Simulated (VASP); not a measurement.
# Al2O3 (Corundum) (R-3c) in VASP: settings compared

One crystal, Al2O3 (Corundum), is run at these levels: PBE, PBE+D3(BJ); tasks: band structure, equation of state.

Program: VASP 6.6.1. These are calculated values, not measurements. Logs are shortened: lines on timing, memory, paths and dates and some standing lists are left out, and cuts for length are marked.

**Measured values to compare with.**

From “Multi-petahertz electron interference in Cr:Al2O3 solid-state material”, 2018, pmc:5906618, for a bulk crystal of Al2O3: band gap 8.7 eV (optical).

The runs below are set against these values where they give the same quantity.

## Step 1: Starting point

It takes space group R-3c (No. 167, trigonal). The conventional cell has a = 4.760 Å, b = 4.760 Å, c = 12.996 Å, α = 90.00°, β = 90.00°, γ = 120.00°. Al (site symmetry 3) has 6 O at 1.85 to 1.97 Å as nearest neighbours. Around O (site symmetry 2) lie 4 Al at 1.85 to 1.97 Å.

## Step 2: Band structure, PBE

File POSCAR:

```
Al2O3
1.0
    2.3802500000      1.3742379782      4.3318666667
   -2.3802500000      1.3742379782      4.3318666667
    0.0000000000     -2.7484759565      4.3318666667
Al O
4 6
Direct
    0.8521600000      0.8521600000      0.8521600000
    0.6478400000      0.6478400000      0.6478400000
    0.1478400000      0.1478400000      0.1478400000
    0.3521600000      0.3521600000      0.3521600000
    0.0566800000      0.7500000000      0.4433200000
    0.7500000000      0.4433200000      0.0566800000
    0.4433200000      0.0566800000      0.7500000000
    0.9433200000      0.2500000000      0.5566800000
    0.2500000000      0.5566800000      0.9433200000
    0.5566800000      0.9433200000      0.2500000000
```

File INCAR.step1:

```
PREC = Accurate ; ENCUT = 400
EDIFF = 1E-7 ; ISMEAR = -1
SIGMA = 0.05 ; LREAL = False
LASPH = True ; NELM = 60
ALGO = Normal ; ISIF = 2
LWAVE = False ; LCHARG = True
GGA = PE
```

File KPOINTS.step1:

```
Automatic mesh
0
Gamma
  7 7 7
```

File INCAR.step2:

```
PREC = Accurate ; ENCUT = 400
EDIFF = 1E-7 ; ISMEAR = 0
SIGMA = 0.05 ; LREAL = False
LASPH = True ; NELM = 60
ALGO = Normal ; ISIF = 2
LWAVE = False ; LCHARG = False
GGA = PE ; ICHARG = 11
```

File KPOINTS.step2:

```
path GLB1,BZGX,QFP1Z,LP
10
line-mode
reciprocal
 0.0000000000  0.0000000000  0.0000000000  G
 0.5000000000  0.0000000000  0.0000000000  L

 0.5000000000  0.0000000000  0.0000000000  L
 0.5000000000  0.2337604794 -0.2337604794  B1

 0.7662395206  0.5000000000  0.2337604794  B
 0.5000000000  0.5000000000  0.5000000000  Z

 0.5000000000  0.5000000000  0.5000000000  Z
 0.0000000000  0.0000000000  0.0000000000  G

 0.0000000000  0.0000000000  0.0000000000  G
 0.3668802397  0.0000000000 -0.3668802397  X

 0.6331197603  0.3668802397  0.0000000000  Q
 0.5000000000  0.5000000000  0.0000000000  F

 0.5000000000  0.5000000000  0.0000000000  F
 0.6331197603  0.6331197603  0.2337604794  P1

 0.6331197603  0.6331197603  0.2337604794  P1
 0.5000000000  0.5000000000  0.5000000000  Z

 0.5000000000  0.0000000000  0.0000000000  L
 0.7662395206  0.3668802397  0.3668802397  P
```

Potentials or basis: VASP PAW PBE potentials, release 64 (Al, O_s).

Launch:

```console
$ cat potpaw_PBE.64/Al/POTCAR potpaw_PBE.64/O_s/POTCAR > POTCAR
$ cp INCAR.step1 INCAR
$ cp KPOINTS.step1 KPOINTS
$ mpirun -np 1 vasp_std > vasp.out
$ cp INCAR.step2 INCAR
$ cp KPOINTS.step2 KPOINTS
$ mpirun -np 1 vasp_std > vasp.out
```

OUTCAR:

```text
PREC = Accurate
   ENCUT = 400
   EDIFF = 1E-7
   ISMEAR = 0
   LREAL = False
   LASPH = True
   NELM = 60
   ISIF = 2
   GGA = PE
   ICHARG = 11

 ion  position               nearest neighbor table
   1  0.852  0.852  0.852-   8 1.85   9 1.85  10 1.85   6 1.97   7 1.97   5 1.97   2 2.66   3 2.79
                             3 2.79   3 2.79   2 3.22   2 3.22   2 3.22
   2  0.648  0.648  0.648-   9 1.85   8 1.85  10 1.85   5 1.97   7 1.97   6 1.97   1 2.66   4 2.79
                             4 2.79   4 2.79   1 3.22   1 3.22   1 3.22
   3  0.148  0.148  0.148-   5 1.85   6 1.85   7 1.85   9 1.97  10 1.97   8 1.97   4 2.66   1 2.79
                             1 2.79   1 2.79   4 3.22   4 3.22   4 3.22
   4  0.352  0.352  0.352-   6 1.85   5 1.85   7 1.85   8 1.97  10 1.97   9 1.97   3 2.66   2 2.79
                             2 2.79   2 2.79   3 3.22   3 3.22   3 3.22
   5  0.057  0.750  0.443-   3 1.85   4 1.85   2 1.97   1 1.97
   6  0.750  0.443  0.057-   4 1.85   3 1.85   1 1.97   2 1.97
   7  0.443  0.057  0.750-   3 1.85   4 1.85   1 1.97   2 1.97
   8  0.943  0.250  0.557-   1 1.85   2 1.85   4 1.97   3 1.97
   9  0.250  0.557  0.943-   2 1.85   1 1.85   3 1.97   4 1.97
  10  0.557  0.943  0.250-   1 1.85   2 1.85   3 1.97   4 1.97

  LATTYP: Found a trigonal (rhomboedric) cell.
 ALAT       =     5.1302230849
 COS(alpha) =     0.5694707703

  Lattice vectors:

 A1 = (   2.3802500000,   1.3742379782,   4.3318666667)
 A2 = (  -2.3802500000,   1.3742379782,   4.3318666667)
 A3 = (   0.0000000000,  -2.7484759565,   4.3318666667)

Analysis of symmetry for initial positions (statically):
=====================================================================
 Subroutine PRICEL returns:
 Original cell was already a primitive cell.

 Routine SETGRP: Setting up the symmetry group for a
 trigonal (rhombohedral) supercell.

 Subroutine GETGRP returns: Found 12 space group operations
 (whereof  6 operations were pure point group operations)
 out of a pool of 12 trial point group operations.

The static configuration has the point symmetry S_6 .
 The point group associated with its full space group is D_3d.

Analysis of symmetry for dynamics (positions and initial velocities):
=====================================================================
 Subroutine PRICEL returns:
 Original cell was already a primitive cell.

 Routine SETGRP: Setting up the symmetry group for a
 trigonal (rhombohedral) supercell.

 Subroutine GETGRP returns: Found 12 space group operations
 (whereof  6 operations were pure point group operations)
 out of a pool of 12 trial point group operations.

The dynamic configuration has the point symmetry S_6 .
 The point group associated with its full space group is D_3d.

 Subroutine INISYM returns: Found 12 space group operations
 (whereof  6 operations are pure point group operations),
 and found     1 'primitive' translations

----------------------------------------------------------------------------------------

                                     Primitive cell

  volume of cell :      85.0180

  direct lattice vectors                    reciprocal lattice vectors
     2.380250000  1.374237978  4.331866667     0.210061968  0.121279334  0.076949121
    -2.380250000  1.374237978  4.331866667    -0.210061968  0.121279334  0.076949121
     0.000000000 -2.748475957  4.331866667     0.000000000 -0.242558668  0.076949121

  length of vectors
     5.130223085  5.130223085  5.130223085     0.254471756  0.254471756  0.254471756

  position of ions in fractional coordinates (direct lattice)
     0.852160000  0.852160000  0.852160000
     0.647840000  0.647840000  0.647840000
     0.147840000  0.147840000  0.147840000
     0.352160000  0.352160000  0.352160000
     0.056680000  0.750000000  0.443320000
     0.750000000  0.443320000  0.056680000
     0.443320000  0.056680000  0.750000000
     0.943320000  0.250000000  0.556680000
     0.250000000  0.556680000  0.943320000
     0.556680000  0.943320000  0.250000000

  ion indices of the primitive-cell ions
   primitive index   ion index
                 1           1
                 2           2
                 3           3
                 4           4
                 5           5
                 6           6
                 7           7
                 8           8
                 9           9
                10          10

----------------------------------------------------------------------------------------

 KPOINTS: path GLB1,BZGX,QFP1Z,LP

Interpolating k-points between supplied coordinates.

 Line segments in fractional coordinates (reciprocal lattice):
    0.000000  0.000000  0.000000  ...  0.500000  0.000000  0.000000
    0.500000  0.000000  0.000000  ...  0.500000  0.233760 -0.233760
    0.766240  0.500000  0.233760  ...  0.500000  0.500000  0.500000
    0.500000  0.500000  0.500000  ...  0.000000  0.000000  0.000000
    0.000000  0.000000  0.000000  ...  0.366880  0.000000 -0.366880
    0.633120  0.366880  0.000000  ...  0.500000  0.500000  0.000000
    0.500000  0.500000  0.000000  ...  0.633120  0.633120  0.233760
    0.633120  0.633120  0.233760  ...  0.500000  0.500000  0.500000
    0.500000  0.000000  0.000000  ...  0.766240  0.366880  0.366880

 Generated    10 points on each line segment, for a total of     90 k-points:

 Following reciprocal coordinates:
            Coordinates               Weight
  0.000000  0.000000  0.000000      0.011111
  0.055556  0.000000  0.000000      0.011111
  0.111111  0.000000  0.000000      0.011111
  0.166667  0.000000  0.000000      0.011111
  0.222222  0.000000  0.000000      0.011111
  0.277778  0.000000  0.000000      0.011111
[... 16 lines left out ...]
  0.707075  0.500000  0.292925      0.011111
  0.677493  0.500000  0.322507      0.011111
 [... further k-points ...]
   k-points           NKPTS =     90   k-points in BZ     NKDIM =     90   number of bands    NBANDS=     30
   number of dos      NEDOS =    301   number of ions     NIONS =     10
   total plane-waves  NPLWV =  46656
   dimension x,y,z NGX =    36 NGY =   36 NGZ =   36
   dimension x,y,z NGXF=    72 NGYF=   72 NGZF=   72
   ions per type =               4   6
   NGX,Y,Z   is equivalent  to a cutoff of  11.67, 11.67, 11.67 a.u.
   NGXF,Y,Z  is equivalent  to a cutoff of  23.33, 23.33, 23.33 a.u.
 SYSTEM =  unknown system
   PREC   = accura    normal or accurate (medium, high low for compatibility)
   ISTART =      0    job   : 0-new  1-cont  2-samecut
   ICHARG =     11    charge: 1-file 2-atom 10-const
   ISPIN  =      1    spin polarized calculation?
   LNONCOLLINEAR =      F non collinear calculations
   LSORBIT =      F    spin-orbit coupling
   LASPH  =      T    aspherical Exc in radial PAW
   ENCUT  =  400.0 eV  29.40 Ry    5.42 a.u.   8.37  8.37  8.37*2*pi/ulx,y,z
   NELM   =     60;   NELMIN=  2; NELMDL=  0     # of ELM steps
   EDIFF  = 0.1E-06   stopping-criterion for ELM
   LREAL  =      F    real-space projection
   EDIFFG = 0.1E-05   stopping-criterion for IOM
   NSW    =      0    number of steps for IOM
   IBRION =     -1    ionic relax: 0-MD 1-quasi-New 2-CG
   NFREE  =      0    steps in history (QN), initial steepest desc. (CG)
   ISIF   =      2    stress and relaxation
   ISYM   =      2    0-nonsym 1-usesym 2-fastsym
   POTIM  = 0.5000    time-step for ionic-motion
   TEBEG  =    0.0;   TEEND  =   0.0 temperature during run
   PSTRESS=    0.0 pullay stress
   NELECT =      48.0000    total number of electrons
   NUPDOWN=      -1.0000    fix difference up-down
   EMIN   =  10.00;   EMAX   =-10.00  energy-range for DOS
   EFERMI =   0.00;   METHOD = LEGACY
   ISMEAR =     0;   SIGMA  =   0.05  broadening in eV -4-tet -1-fermi 0-gaus
   EFERMI_NEDOS =   21; number of points for ismear=-14 and -15
   IALGO  =     38    algorithm
   IMIX   =      4    mixing-type and parameters
     AMIX     =   0.40;   BMIX     =  1.00
     AMIX_MAG =   1.60;   BMIX_MAG =  1.00
  volume/ion in A,a.u.               =       8.50        57.37
  Fermi-wavevector in a.u.,A,eV,Ry     =   1.353064  2.556920 24.909299  1.830782
  Thomas-Fermi vector in A             =   2.480350
   LORBIT       =      0    0 simple, 1 ext, 2 COOP (PROOUT), +10 PAW based schemes
   GGA     = PE    functional components
   LHFCALC =     F    Hartree Fock is set to
   AEXX    =    0.0000 exact exchange contribution
   IVDW    =     0    specifies the selected vdW correction
   LEPSILON=     F    determine dielectric tensor
   LRPA    =     F    only Hartree local field effects (RPA)
 non-spin polarized calculation
 Gauss-broadening in eV      SIGMA  =   0.05
  energy-cutoff  :      400.00
  volume of cell :       85.02
 maximum number of plane-waves:      1581
 NGX is ok and might be reduce to    36

 number of electron      48.0000004 magnetization

 Free energy of the ion-electron system (eV)
  ---------------------------------------------------
  ext. energy  EPLUGINS =         0.00000000
  ---------------------------------------------------
  free energy    TOTEN  =       -74.82073306 eV

  energy without entropy =      -74.82073306  energy(sigma->0) =      -74.82073306

 E-fermi :   6.8242     XC(G=0): -11.6930

 val. band max:        6.5429854653   @ k =   0.0000   0.0000   0.0000
 cond. band min:      12.7609329722   @ k =   0.0000   0.0000   0.0000
 fundamental gap:      6.2179475069
 Fermi energy:         6.8242032633

 k-point     1 :       0.0000    0.0000    0.0000
  band No.  band energies     occupation
      1     -12.7005      2.00000
      2     -10.3643      2.00000
      3     -10.0856      2.00000
      4     -10.0856      2.00000
      5      -9.7705      2.00000
      6      -9.7705      2.00000
[... 22 lines left out ...]
     29      18.0762      0.00000
     30      18.2603      0.00000

 k-point     2 :       0.0556    0.0000    0.0000
  band No.  band energies     occupation
      1     -12.6844      2.00000
      2     -10.3673      2.00000
      3     -10.1005      2.00000
      4     -10.0895      2.00000
      5      -9.7787      2.00000
      6      -9.7710      2.00000
[... 718 lines left out ...]
 k-point    24 :       0.6775    0.5000    0.3225
  band No.  band energies     occupation
      1     -11.3930      2.00000
      2     -11.3930      2.00000
      3     -10.4982      2.00000
      4     -10.4982      2.00000
      5      -9.7948      2.00000
      6      -9.7948      2.00000
[... 22 lines left out ...]
     29      17.7600      0.00000
     30      17.7600      0.00000

 [... further k-points ...]
[... 5 lines left out ...]
  --------------------------------------------------------------------------------------
  -------------------------------------------------------------------------------------
  Total        3.3442219      3.3442219      3.1829158      0.0000000     -0.0000000      0.0000000
  in kB       63.0223822     63.0223822     59.9825432      0.0000000     -0.0000000      0.0000000
  external PRESSURE =      62.0091026 kB  Pullay stress =       0.0000000 kB

 VOLUME and BASIS-vectors are now :
 -----------------------------------------------------------------------------
  energy-cutoff  :      400.00
  volume of cell :       85.02
      direct lattice vectors                 reciprocal lattice vectors
     2.380250000  1.374237978  4.331866667     0.210061968  0.121279334  0.076949121
    -2.380250000  1.374237978  4.331866667    -0.210061968  0.121279334  0.076949121
     0.000000000 -2.748475957  4.331866667     0.000000000 -0.242558668  0.076949121

 POSITION                                       TOTAL-FORCE (eV/Angst)
 -----------------------------------------------------------------------------------
      0.00000     -0.00000     11.07433        -0.000000      0.000000     -0.013304
      0.00000     -0.00000      8.41907        -0.000000     -0.000000      0.013304
      0.00000     -0.00000      1.92127        -0.000000     -0.000000      0.013304
      0.00000     -0.00000      4.57653        -0.000000      0.000000     -0.013304
     -1.65027     -0.10988      5.41483        -0.003712     -0.006430      0.000000
      0.72998      1.48412      5.41483        -0.003712      0.006430      0.000000
      0.92030     -1.37424      5.41483         0.007425      0.000000      0.000000
      1.65027      0.10988      7.58077         0.003712      0.006430      0.000000
     -0.72998     -1.48412      7.58077         0.003712     -0.006430      0.000000
     -0.92030      1.37424      7.58077        -0.007425      0.000000      0.000000
 -----------------------------------------------------------------------------------
    total drift:                               -0.000000      0.000000      0.000000

  FREE ENERGIE OF THE ION-ELECTRON SYSTEM (eV)
  ---------------------------------------------------
  free  energy   TOTEN  =       -74.8207330584 eV

  energy  without entropy=      -74.8207330584  energy(sigma->0) =      -74.82073306
```

It took 2.4 min on 1 thread of AMD EPYC 9R14 (Zen 4), shared host; peak memory 0.23 GiB.

What came out:

```yaml
Band_gap_on_the_k_mesh: 6.22 eV, direct
Band_gap_along_the_path: 6.22 eV, direct
```

Levels at the corners of the path, in eV from the valence-band top:
| point | band 21 | band 22 | band 23 | band 24 | band 25 | band 26 | band 27 | band 28 |
| --- | --- | --- | --- | --- | --- | --- | --- | --- |
| Γ | -0.49 | -0.04 | -0.04 | 0.00 | 6.22 | 9.15 | 10.75 | 11.53 |
| L | -0.91 | -0.91 | -0.27 | -0.27 | 9.47 | 9.47 | 9.64 | 9.64 |
| L | -0.91 | -0.91 | -0.27 | -0.27 | 9.47 | 9.47 | 9.64 | 9.64 |
| B1 | -0.85 | -0.85 | -0.50 | -0.50 | 9.71 | 9.71 | 10.13 | 10.13 |
| B | -0.85 | -0.85 | -0.50 | -0.50 | 9.71 | 9.71 | 10.13 | 10.13 |
| Z | -0.38 | -0.38 | -0.38 | -0.38 | 8.68 | 8.68 | 11.10 | 11.10 |
| Z | -0.38 | -0.38 | -0.38 | -0.38 | 8.68 | 8.68 | 11.10 | 11.10 |
| Γ | -0.49 | -0.04 | -0.04 | 0.00 | 6.22 | 9.15 | 10.75 | 11.53 |
| Γ | -0.49 | -0.04 | -0.04 | 0.00 | 6.22 | 9.15 | 10.75 | 11.53 |
| X | -0.89 | -0.84 | -0.56 | -0.28 | 9.51 | 9.55 | 9.76 | 10.23 |
| Q | -0.89 | -0.84 | -0.56 | -0.28 | 9.51 | 9.55 | 9.76 | 10.23 |
| F | -1.02 | -0.92 | -0.74 | -0.25 | 9.65 | 9.73 | 9.94 | 10.41 |
| F | -1.02 | -0.92 | -0.74 | -0.25 | 9.65 | 9.73 | 9.94 | 10.41 |
| P1 | -1.03 | -0.86 | -0.75 | -0.46 | 9.74 | 9.95 | 10.21 | 10.37 |
| P1 | -1.03 | -0.86 | -0.75 | -0.46 | 9.74 | 9.95 | 10.21 | 10.37 |
| Z | -0.38 | -0.38 | -0.38 | -0.38 | 8.68 | 8.68 | 11.10 | 11.10 |
| L | -0.91 | -0.91 | -0.27 | -0.27 | 9.47 | 9.47 | 9.64 | 9.64 |
| P | -1.03 | -0.86 | -0.75 | -0.46 | 9.74 | 9.95 | 10.21 | 10.37 |

Caveat: the log is that of the step along the path at fixed density, whose energy, stress, charges and moments have no meaning.

(Continued in part 2 of 4.)
